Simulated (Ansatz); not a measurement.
The system is BN.

```
CELL_PARAMETERS angstrom
0.00000 3.49532 2.16609
1.25163 0.00000 2.16609
1.25163 3.49532 0.00000
ATOMIC_POSITIONS crystal
N 0.66665 0.66665 0.33335
B 0.00005 0.00005 0.99995
```

Measurements of this composition are mostly on another form, of space group No. 194.

Base run:

| Quantity | Value |
| --- | --- |
| Program | Ansatz 0.2.0 |
| Functional | PBE |
| Potentials or basis | all-electron LAPW, scalar-relativistic |
| Cutoff | 525 eV (chosen from the basis error) |
| Basis error allowed | 0.001 eV/atom |
| k mesh | 13 × 13 × 13 |
| Occupations | gaussian, width 0.1 eV |
| Spin | no spin polarisation |

Its results: band gap on the k mesh 3.90 eV, indirect (least direct gap 4.65 eV); pressure 3.2 GPa; largest force 0.010 eV/Å.

The run is repeated on the same cell with these changes: functional from PBE to PBEsol; occupations from gaussian, width 0.1 eV to gaussian, width 0.05 eV. What comes out?

Band gap on the k mesh 3.80 eV, indirect (least direct gap 4.59 eV); pressure 0.5 GPa; largest force 0.010 eV/Å.

Caveats: an odd mesh through Γ misses points on the zone boundary, where band edges often lie.
